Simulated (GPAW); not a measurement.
# B/Au(110) in an electric field, part 2 of 2

Aim: the dipole that a field along the normal induces in B/Au(110).

GPAW 26.7.0; GPAW, PAW setups; slab in vacuum, relaxation (the session's first sound run).

So far. Step 4 (Field on): The dipole is now -0.137 e Å, against -0.015 in the run without a field. Step 5 (In a field): The dipole is now -0.0759 e Å, against -0.015 in the run without a field.

## 8. In a field

The input, run.py:

```python
import json
import numpy as np
from ase import Atoms
from gpaw import GPAW, PW
from gpaw.external import ConstantElectricField

slab = Atoms(
    ['Au', 'Au', 'Au', 'Au', 'Au', 'B'],
    positions=[
        [0.00000, 0.00000, 7.00000],
        [2.04000, 1.44250, 8.44250],
        [0.00000, 0.00000, 10.02651],
        [2.04000, 1.44250, 11.55704],
        [0.00000, -0.00000, 13.87298],
        [2.04000, 1.44250, 13.67009]],
    cell=[[4.08, 0.0, 0.0], [0.0, 2.885, 0.0], [0.0, 0.0, 20.26999]],
    pbc=[True, True, False])

slab.calc = GPAW(mode=PW(500), xc='PBE', kpts={'size': (8, 11, 1), 'gamma': True},
                 occupations={'name': 'fermi-dirac', 'width': 0.1}, nbands='200%',
                 convergence={'density': 1e-05}, maxiter=200,
                 poissonsolver={'dipolelayer': 'xy'},
                 external=ConstantElectricField(0.1, [0, 0, 1]),
                 symmetry={'tolerance': 1e-3}, txt='slab.txt')
result = {}
energy = slab.get_potential_energy()
fermi = slab.calc.get_fermi_level()
v = slab.calc.get_electrostatic_potential().mean((0, 1)) - fermi
n = slab.calc.get_pseudo_density().mean((0, 1))
L = slab.cell[2, 2]
z = np.arange(len(v)) * L / len(v)
low, high = slab.positions[:, 2].min(), slab.positions[:, 2].max()
below, above = np.interp([low - 4.8, high + 4.8], z, v)
slopes = [np.interp(x, z, np.gradient(v, z)) for x in (low - 4.8, high + 4.8)]
eps = np.array([[slab.calc.get_eigenvalues(k, s) for k in range(len(slab.calc.get_ibz_k_points()))]
                for s in range(slab.calc.get_number_of_spins())]) - fermi
top, bottom = eps[eps < 0].max(), eps[eps > 0].min()
dipole = slab.get_dipole_moment()[2]
print(f'energy {energy:.4f} eV, Fermi level {fermi:.4f} eV, dipole {dipole:.5f} e A')
print(f'potential 4.8 A off the faces, from the Fermi level: lower {below:.4f} eV, upper {above:.4f} eV')
print(f'slope of the potential there: lower {slopes[0]:.5f}, upper {slopes[1]:.5f} eV/A')
print(f'nearest levels on the mesh: {top:.4f} and {bottom:.4f} eV')
print('magnetic moment', round(slab.get_magnetic_moment(), 3))
result.update(energy=energy, fermi=fermi, dipole=dipole, below=below, above=above, slopes=slopes, edges=[top, bottom],
              z=z.tolist(), v=v.tolist(), n=n.tolist(), positions=slab.positions.tolist(),
              forces=slab.get_forces(apply_constraint=False).tolist(), moments=slab.get_magnetic_moments().tolist())
json.dump(result, open('result.json', 'w'))
```

Launch:

```
OMP_NUM_THREADS=1 OPENBLAS_NUM_THREADS=1 python run.py
```

The program printed:

```text
energy -19.3228 eV, Fermi level 0.6460 eV, dipole 0.04705 e A
potential 4.8 A off the faces, from the Fermi level: lower 5.5465 eV, upper 4.8230 eV
slope of the potential there: lower -0.00016, upper 0.00014 eV/A
nearest levels on the mesh: -0.0073 and 0.0637 eV
magnetic moment 0.0
```

Wall time 7.5 min (1 thread of Arm Neoverse V1, shared host); peak memory 0.56 GiB.

The electrostatic potential energy of an electron (without an applied field's), less the Fermi level, planar mean oscillates, so the rows of the table below give means over windows of 1.54 Å about each position, cut where the curve ends. Its maxima inside the range that stand out by 2 % of the span (Å: eV): 7.7: -5.58, 9.3: -4.09, 10.8: -5.14, 12.6: 0.950. Its minima: 7.0: -12.3, 8.4: -13.0, 10.0: -13.3, 11.6: -13.1, 13.8: -21.4.

Electrostatic potential energy of an electron (without an applied field's), less the Fermi level, planar mean against z; means over each step:

```
z (Å)  electrostatic potential energy of an electron (without an applied field's), less the Fermi level, planar mean (eV)
 0.77                                                                                                                5.50
 2.31                                                                                                                5.55
 3.85                                                                                                                5.53
 5.39                                                                                                                4.62
 6.93                                                                                                               -7.32
 8.47                                                                                                               -8.76
10.01                                                                                                               -8.85
11.55                                                                                                               -8.36
13.09                                                                                                               -7.20
14.63                                                                                                               -4.37
16.17                                                                                                                4.69
17.71                                                                                                                4.82
19.25                                                                                                                4.83
```

The dipole is now 0.0470 e Å, against -0.015 in the run without a field.

## 9. Field on

run.py: that of step 8 with these lines changed.

```diff
@@ -22,3 +22,3 @@
                  poissonsolver={'dipolelayer': 'xy'},
-                 external=ConstantElectricField(0.1, [0, 0, 1]),
+                 external=ConstantElectricField(0.2, [0, 0, 1]),
                  symmetry={'tolerance': 1e-3}, txt='slab.txt')
```

The program printed:

```text
energy -19.3307 eV, Fermi level 0.6599 eV, dipole 0.10850 e A
potential 4.8 A off the faces, from the Fermi level: lower 5.9933 eV, upper 4.3251 eV
slope of the potential there: lower -0.00022, upper 0.00012 eV/A
nearest levels on the mesh: -0.0084 and 0.0617 eV
magnetic moment 0.0
```

Run time: 8 min. Hardware: 1 thread; peak memory 0.56 GiB.

The dipole is now 0.109 e Å, against -0.015 in the run without a field.

## 10. In a field

run.py: that of step 9 with these lines changed.

```diff
@@ -22,3 +22,3 @@
                  poissonsolver={'dipolelayer': 'xy'},
-                 external=ConstantElectricField(0.2, [0, 0, 1]),
+                 external=ConstantElectricField(0.3, [0, 0, 1]),
                  symmetry={'tolerance': 1e-3}, txt='slab.txt')
```

The program printed:

```text
energy -19.3447 eV, Fermi level 0.6729 eV, dipole 0.17006 e A
potential 4.8 A off the faces, from the Fermi level: lower 6.4425 eV, upper 3.8281 eV
slope of the potential there: lower -0.00032, upper 0.00010 eV/A
nearest levels on the mesh: -0.0095 and 0.0597 eV
magnetic moment 0.0
```

Wall time 10 min (1 thread); peak memory 0.56 GiB.

The electrostatic potential energy of an electron (without an applied field's), less the Fermi level, planar mean by z:

```csv
z (Å),"electrostatic potential energy of an electron (without an applied field's), less the Fermi level, planar mean (eV)"
0.0,5.14
0.5,6.44
1.0,6.44
1.5,6.44
2.0,6.44
2.5,6.44
3.0,6.44
3.5,6.44
4.0,6.43
4.5,6.39
5.0,6.27
5.5,5.78
6.0,3.78
6.5,-3.52
7.0,-11.6
7.5,-6.50
8.0,-7.56
8.5,-12.5
9.0,-5.49
9.5,-6.09
10.0,-13.1
10.5,-7.68
11.0,-6.62
11.5,-13.3
12.0,-7.00
12.5,0.0909
13.0,-2.39
13.5,-16.8
14.0,-18.9
14.5,-4.87
15.0,1.81
15.5,3.39
16.0,3.73
16.5,3.81
17.0,3.82
17.5,3.83
18.0,3.83
18.5,3.83
19.0,3.83
19.5,3.83
20.0,4.19
```

The dipole is now 0.170 e Å, against -0.015 in the run without a field.

## 11. The series

The members are put on one axis.

This step: induced dipole against applied field (GPAW 26.7.0).

Table of dipole along the normal by field:

```csv
field (V/Å),dipole along the normal (e·Å)
-0.200,-0.137
-0.100,-0.0759
-0.050,-0.0452
0.000,-0.0147
0.050,0.0163
0.100,0.0470
0.200,0.109
0.300,0.170
```

## 12. A changed run

One more run, with changed settings.

This step: GPAW, PAW setups; slab in vacuum (GPAW 26.7.0).

run.py: that of step 10 with these lines changed.

```diff
@@ -4,3 +4,2 @@
 from gpaw import GPAW, PW
-from gpaw.external import ConstantElectricField
 
@@ -20,5 +19,4 @@
                  occupations={'name': 'fermi-dirac', 'width': 0.1}, nbands='200%',
-                 convergence={'density': 1e-05}, maxiter=200,
+                 convergence={'density': 1e-05}, maxiter=3,
                  poissonsolver={'dipolelayer': 'xy'},
-                 external=ConstantElectricField(0.3, [0, 0, 1]),
                  symmetry={'tolerance': 1e-3}, txt='slab.txt')
```

The program printed:

```text
gpaw.KohnShamConvergenceError
```

The job ended after 65 s (1 thread; peak memory 0.41 GiB).

The run stopped without converging, so none of its numbers is a property of the system.

The fault put into the input: too few SCF iterations (maxiter = 3).

## 13. Results

```yaml
work_function_upper_and_lower_face: 5.323 and 5.101 eV
dipole_along_the_normal: -0.0147 e Å
induced_dipole_per_field: 0.615 e Å per V/Å
out_of_plane_polarisability_per_area_alpha_eps_0_a: 9.45 Å
```

In words: The field induces 0.615 e Å per V/Å, a polarisable thickness α/(ε0 A) of 9.45 Å beside 6.87 Å between the outermost nuclei. A perfect conductor would give the distance between its two image planes; a dielectric of thickness t gives t(1 - 1/ε). The two faces differ by 0.22 eV, the step that the slab's dipole makes (e p/(ε0 A) gives 0.23 eV), so the dipole layer is needed. The induced dipole is linear in the field over this range. The cell of 11.8 Å² holds one B, started on one chosen site; other sites and coverages weren't tried. The in-plane lattice was kept as typed, which isn't the functional's own and leaves some strain; spin-orbit coupling and temperature are left out.

[Logs are printed without paths, hosts, clocks, repeated set-up lines and the standing remarks that a program may print on its own settings, such as how far it seeks lower states.]

[Hosts, paths, dates, database ids (printed as entryN), source tags and the programs' standing remarks are cut or masked in the printed files.]
